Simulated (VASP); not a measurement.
# ZnS (F-43m) in VASP: notebook, part 2 of 2

VASP 6.6.1. Earlier steps stand in the parts before.

## 4. Band structure, PBE

INCAR reads:

```
PREC = Accurate
ENCUT = 500
EDIFF = 1E-6
ISMEAR = -1
SIGMA = 0.05
LREAL = False
LASPH = True
NELM = 80
ALGO = Normal
ISIF = 2
LWAVE = False
LCHARG = False
GGA = PE
```

KPOINTS reads:

```
regular mesh
0
Gamma
  9 9 9
```

POSCAR reads:

```
ZnS
1.0
    0.0000000000      2.7020000000      2.7020000000
    2.7020000000      0.0000000000      2.7020000000
    2.7020000000      2.7020000000      0.0000000000
Zn S
1 1
Direct
    0.7500000000      0.7500000000      0.7500000000
    0.0000000000      0.0000000000      0.0000000000
```

KPOINTS_OPT reads:

```
path GXWKGLUWLK,UX
10
line-mode
reciprocal
 0.0000000000  0.0000000000  0.0000000000  G
 0.5000000000  0.0000000000  0.5000000000  X

 0.5000000000  0.0000000000  0.5000000000  X
 0.5000000000  0.2500000000  0.7500000000  W

 0.5000000000  0.2500000000  0.7500000000  W
 0.3750000000  0.3750000000  0.7500000000  K

 0.3750000000  0.3750000000  0.7500000000  K
 0.0000000000  0.0000000000  0.0000000000  G

 0.0000000000  0.0000000000  0.0000000000  G
 0.5000000000  0.5000000000  0.5000000000  L

 0.5000000000  0.5000000000  0.5000000000  L
 0.6250000000  0.2500000000  0.6250000000  U

 0.6250000000  0.2500000000  0.6250000000  U
 0.5000000000  0.2500000000  0.7500000000  W

 0.5000000000  0.2500000000  0.7500000000  W
 0.5000000000  0.5000000000  0.5000000000  L

 0.5000000000  0.5000000000  0.5000000000  L
 0.3750000000  0.3750000000  0.7500000000  K

 0.6250000000  0.2500000000  0.6250000000  U
 0.5000000000  0.0000000000  0.5000000000  X
```

Potentials or basis: VASP PAW PBE potentials, release 54 (Zn, S).

The run is started by

```bash
> cat potpaw_PBE.54/Zn/POTCAR potpaw_PBE.54/S/POTCAR > POTCAR
> mpirun -np 1 vasp_std > vasp.out
```

OUTCAR:

```text
PREC = Accurate
   ENCUT = 500
   EDIFF = 1E-6
   ISMEAR = -1
   LREAL = False
   LASPH = True
   NELM = 80
   ISIF = 2
   GGA = PE

 ion  position               nearest neighbor table
   1  0.750  0.750  0.750-   2 2.34   2 2.34   2 2.34   2 2.34
   2  0.000  0.000  0.000-   1 2.34   1 2.34   1 2.34   1 2.34

  LATTYP: Found a face centered cubic cell.
 ALAT       =     5.4040000000

  Lattice vectors:

 A1 = (   0.0000000000,   2.7020000000,   2.7020000000)
 A2 = (   2.7020000000,   0.0000000000,   2.7020000000)
 A3 = (   2.7020000000,   2.7020000000,   0.0000000000)

Analysis of symmetry for initial positions (statically):
=====================================================================
 Subroutine PRICEL returns:
 Original cell was already a primitive cell.

 Routine SETGRP: Setting up the symmetry group for a
 face centered cubic supercell.

 Subroutine GETGRP returns: Found 24 space group operations
 (whereof 24 operations were pure point group operations)
 out of a pool of 48 trial point group operations.

The static configuration has the point symmetry T_d .

Analysis of symmetry for dynamics (positions and initial velocities):
[... 164 lines left out ...]
 Fermi energy:         3.1194988219

 k-point     1 :       0.0000    0.0000    0.0000
  band No.  band energies     occupation
      1     -11.0335      2.00000
      2      -4.2323      2.00000
      3      -4.2323      2.00000
      4      -4.2323      2.00000
      5      -3.7341      2.00000
      6      -3.7341      2.00000
      7       2.1069      2.00000
      8       2.1069      2.00000
      9       2.1069      2.00000
     10       4.2211      0.00000
     11       8.5034      0.00000
     12       8.5034      0.00000
     13       8.5034      0.00000
[... 354 lines left out ...]
  band No.  band energies     occupation
      1      -9.8395      2.00000
      2      -4.2619      2.00000
      3      -3.9033      2.00000
      4      -3.9033      2.00000
      5      -3.6610      2.00000
      6      -3.5773      2.00000
      7      -2.2889      2.00000
      8      -0.0560      2.00000
      9      -0.0560      2.00000
     10       5.5743      0.00000
     11       6.2376      0.00000
     12      12.8296      0.00000
     13      13.6519      0.00000

 [... further k-points ...]
[... 5 lines left out ...]
  --------------------------------------------------------------------------------------
  -------------------------------------------------------------------------------------
  Total        0.4359806      0.4359806      0.4359806      0.0000000     -0.0000000      0.0000000
  in kB       17.7048278     17.7048278     17.7048278      0.0000000     -0.0000000      0.0000000
  external PRESSURE =      17.7048278 kB  Pullay stress =       0.0000000 kB

 VOLUME and BASIS-vectors are now :
 -----------------------------------------------------------------------------
  energy-cutoff  :      500.00
  volume of cell :       39.45
      direct lattice vectors                 reciprocal lattice vectors
     0.000000000  2.702000000  2.702000000    -0.185048113  0.185048113  0.185048113
     2.702000000  0.000000000  2.702000000     0.185048113 -0.185048113  0.185048113
     2.702000000  2.702000000  0.000000000     0.185048113  0.185048113 -0.185048113

 POSITION                                       TOTAL-FORCE (eV/Angst)
 -----------------------------------------------------------------------------------
      4.05300      4.05300      4.05300         0.000000      0.000000      0.000000
      0.00000      0.00000      0.00000        -0.000000     -0.000000     -0.000000
 -----------------------------------------------------------------------------------
    total drift:                                0.000001      0.000001      0.000001

  FREE ENERGIE OF THE ION-ELECTRON SYSTEM (eV)
  ---------------------------------------------------
  free  energy   TOTEN  =        -6.8471149078 eV

  energy  without entropy=       -6.8471149077  energy(sigma->0) =       -6.84711491
```

OSZICAR:

```text
N       E                     dE             d eps       ncg     rms          rms(c)
DAV:   1     0.818624957499E+02    0.81862E+02   -0.86859E+03   910   0.159E+03
DAV:   2    -0.172243732670E+01   -0.83585E+02   -0.80075E+02   970   0.280E+02
[... 27 lines left out ...]
DAV:   7    -0.208710230170E+04   -0.15347E-04     1090
DAV:   8    -0.208710230206E+04   -0.35508E-06      655
       N       E                     dE             ncg
DAV:   1     0.404861013099E+04   -0.19390E+05      780
DAV:   2     0.164398892092E+04   -0.24046E+04      845
DAV:   3     0.149940014682E+04   -0.14459E+03      995
DAV:   4     0.149782135988E+04   -0.15788E+01      880
DAV:   5     0.149780118797E+04   -0.20172E-01      985
DAV:   6     0.149780076059E+04   -0.42739E-03      905
DAV:   7     0.149780074915E+04   -0.11439E-04      995
DAV:   8     0.149780074888E+04   -0.26873E-06      615
```

Run time: 37 s. Hardware: 1 thread of Intel Xeon Platinum 8375C at 2.90GHz (Ice Lake), shared host; peak memory 0.17 GiB.

Results:

* Free energy: -6.8471 eV
* Pressure: 1.8 GPa
* Band gap on the k mesh: 2.11 eV, direct
* Band gap along the path: 2.11 eV, direct

Levels at the corners of the path, in eV from the valence-band top:
```csv
point,band 7,band 8,band 9,band 10,band 11,band 12
Γ,0.00,0.00,0.00,2.11,6.40,6.40
X,-4.56,-2.22,-2.22,3.41,4.07,10.98
X,-4.56,-2.22,-2.22,3.41,4.07,10.98
W,-4.59,-2.75,-2.71,5.70,6.04,7.88
W,-4.59,-2.75,-2.71,5.70,6.04,7.88
K,-4.62,-3.11,-1.80,4.13,5.97,9.40
K,-4.62,-3.11,-1.80,4.13,5.97,9.40
Γ,0.00,0.00,0.00,2.11,6.40,6.40
Γ,0.00,0.00,0.00,2.11,6.40,6.40
L,-5.29,-0.87,-0.87,3.31,6.93,6.93
L,-5.29,-0.87,-0.87,3.31,6.93,6.93
U,-4.62,-3.11,-1.80,4.13,5.97,9.40
U,-4.62,-3.11,-1.80,4.13,5.97,9.40
W,-4.59,-2.75,-2.71,5.70,6.04,7.88
W,-4.59,-2.75,-2.71,5.70,6.04,7.88
L,-5.29,-0.87,-0.87,3.31,6.93,6.93
L,-5.29,-0.87,-0.87,3.31,6.93,6.93
K,-4.62,-3.11,-1.80,4.13,5.97,9.40
U,-4.62,-3.11,-1.80,4.13,5.97,9.40
X,-4.56,-2.22,-2.22,3.41,4.07,10.98
```

## 5. Band structure, TPSSh

POSCAR is that of step 4.

INCAR.step1 reads:

```
  ALGO = Normal
  EDIFF = 1E-5
  ENCUT = 520
  GGA = PE
  ISIF = 2
  ISMEAR = -1
  LASPH = True
  LCHARG = False
  LREAL = False
  LWAVE = True
  NELM = 80
  PREC = Accurate
  SIGMA = 0.05
```

INCAR.step2 reads:

```
  AEXX = 0.1
  ALGO = Normal
  EDIFF = 1E-6
  ENCUT = 520
  HFRCUT = -1
  ISIF = 2
  ISMEAR = -1
  ISTART = 1
  LASPH = True
  LCHARG = False
  LHFCALC = True
  LMIXTAU = True
  LREAL = False
  LWAVE = False
  METAGGA = TPSS
  NELM = 80
  PREC = Accurate
  PRECFOCK = Fast
  SIGMA = 0.05
```

KPOINTS reads:

```
k-points
0
Gamma
  5 5 5
```

KPOINTS_OPT, as its differences from that of step 4:

```diff
@@ -1,3 +1,3 @@
 path GXWKGLUWLK,UX
-10
+8
 line-mode
```

Potentials or basis: VASP PAW PBE potentials, release 64 (Zn, S).

The run is started by

```bash
> cat potpaw_PBE.64/Zn/POTCAR potpaw_PBE.64/S/POTCAR > POTCAR
> cp INCAR.step1 INCAR
> mpirun -np 1 vasp_std > vasp.out
> cp INCAR.step2 INCAR
> mpirun -np 1 vasp_std > vasp.out
```

It took 10 min on 1 thread of Intel Xeon 6975P-C (Granite Rapids), shared host; peak memory 0.23 GiB.

It converged, with:

| Property | Result |
| --- | --- |
| Free energy | -19.4354 eV |
| Pressure | 0.8 GPa |
| Band gap on the k mesh | 3.04 eV, direct |
| Band gap along the path | 3.04 eV, direct |

Levels at the corners of the path, in eV from the valence-band top:
```tsv
point	band 6	band 7	band 8	band 9	band 10	band 11	band 12	band 13
Γ	-6.58	0.00	0.00	0.00	3.04	7.41	7.41	7.41
X	-6.33	-4.78	-2.29	-2.29	4.15	4.98	12.11	13.27
X	-6.33	-4.78	-2.29	-2.29	4.15	4.98	12.11	13.27
W	-6.16	-4.70	-2.87	-2.82	6.51	7.14	8.93	9.15
W	-6.16	-4.70	-2.87	-2.82	6.51	7.14	8.93	9.15
K	-6.21	-4.75	-3.25	-1.87	4.97	6.94	10.41	10.91
K	-6.21	-4.75	-3.25	-1.87	4.97	6.94	10.41	10.91
Γ	-6.58	0.00	0.00	0.00	3.04	7.41	7.41	7.41
Γ	-6.58	0.00	0.00	0.00	3.04	7.41	7.41	7.41
L	-6.36	-5.46	-0.89	-0.89	4.26	7.90	7.90	9.83
L	-6.36	-5.46	-0.89	-0.89	4.26	7.90	7.90	9.83
U	-6.21	-4.75	-3.25	-1.87	4.97	6.94	10.41	10.91
U	-6.21	-4.75	-3.25	-1.87	4.97	6.94	10.41	10.91
W	-6.16	-4.70	-2.87	-2.82	6.51	7.14	8.93	9.15
W	-6.16	-4.70	-2.87	-2.82	6.51	7.14	8.93	9.15
L	-6.36	-5.46	-0.89	-0.89	4.26	7.90	7.90	9.83
L	-6.36	-5.46	-0.89	-0.89	4.26	7.90	7.90	9.83
K	-6.21	-4.75	-3.25	-1.87	4.97	6.94	10.41	10.91
U	-6.21	-4.75	-3.25	-1.87	4.97	6.94	10.41	10.91
X	-6.33	-4.78	-2.29	-2.29	4.15	4.98	12.11	13.27
```

Caveat: the PAW data sets were made with another functional, which shifts forces and pressure a little.

## 6. The runs side by side

| level | potentials or basis | k mesh | cutoff (eV) | grid for exact exchange (PRECFOCK) | exchange at q = 0 | gap on the mesh (eV) | pressure (GPa) |
| --- | --- | --- | --- | --- | --- | --- | --- |
| PBE | VASP PAW PBE potentials, release 64 (Zn, S_h) | 9 × 9 × 9 | 900 | - | - | 2.11 | - |
| PBE | VASP PAW PBE potentials, release 54 (Zn, S) | 9 × 9 × 9 | 520 | - | - | 2.11 | - |
| PBE | VASP PAW PBE potentials, release 54 (Zn, S) | 9 × 9 × 9 | 500 | - | - | 2.11 | 1.8 |
| TPSSh | VASP PAW PBE potentials, release 64 (Zn, S) | 5 × 5 × 5 | 520 | Fast | truncated | 3.04 | 0.8 |

Alike in all rows: task band structure; no spin polarisation; cell as given; smearing fermi-dirac 0.05 eV.

Caveats: the PAW data sets were made with another functional, which shifts forces and pressure a little (some runs).

Total energies depend on the potentials used, so only differences within one code and one set of settings carry meaning.

## 7. How close it comes

Step 2. Against the measured gap of ZnS, 3.85 eV (direct; 19 K; quoted in “Electronic, vibrational, and thermodynamic properties of ZnS (zincblende and rocksalt structure)”, 2009, arxiv:0911.5022), the calculated 2.11 eV is off by -1.74 eV. The value is that of PBE, without temperature or zero-point motion. Semilocal functionals fall short of measured gaps as a rule.

Step 3. A measured gap of ZnS is 3.85 eV (direct; 19 K; quoted in “Electronic, vibrational, and thermodynamic properties of ZnS (zincblende and rocksalt structure)”, 2009, arxiv:0911.5022); the calculated 2.11 eV misses it by -1.74 eV. The value is that of PBE, without temperature or zero-point motion. Semilocal functionals fall short of measured gaps as a rule.

Step 4. A measured gap of ZnS is 3.85 eV (direct; 19 K; quoted in “Electronic, vibrational, and thermodynamic properties of ZnS (zincblende and rocksalt structure)”, 2009, arxiv:0911.5022); the calculated 2.11 eV misses it by -1.74 eV. The value is that of PBE, without temperature or zero-point motion. Semilocal functionals fall short of measured gaps as a rule.

Step 5. A measured gap of ZnS is 3.85 eV (direct; 19 K; quoted in “Electronic, vibrational, and thermodynamic properties of ZnS (zincblende and rocksalt structure)”, 2009, arxiv:0911.5022); the calculated 3.04 eV misses it by -0.81 eV. The value is that of TPSSh, without temperature or zero-point motion.
